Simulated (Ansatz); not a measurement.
**simple cubic against fcc along group 14**

Method: DFT, revPBE, plane waves (420 eV) with PAW, scalar-relativistic (Ansatz 0.2.0). The PAW files were generated under PBE, with cores re-solved for the functional.

Each structure is relaxed within its symmetry, in the lowest magnetic state of the tried starts. Differences under about 8 meV lie within the error of the k-point mesh.

| element | E(simple cubic) − E(fcc) (meV/atom) | V(simple cubic) (Å³/atom) | V(fcc) (Å³/atom) | state of simple cubic | state of fcc |
| --- | --- | --- | --- | --- | --- |
| C | ? | ? | ? | ? | ? |
| Si | -188 | 16.36 | 14.57 | spin not included | spin not included |
| Ge | -82 | 20.35 | 19.93 | spin not included | spin not included |
| Sn | 16 | 29.96 | 28.66 | spin not included | spin not included |
| Pb | 191 | 35.44 | 32.82 | spin not included | spin not included |

Problem. Fill in the row of C.

Solution. E(simple cubic) − E(fcc) (meV/atom): -1754; V(simple cubic) (Å³/atom): 5.60; V(fcc) (Å³/atom): 7.44; state of simple cubic: spin not included; state of fcc: spin not included.
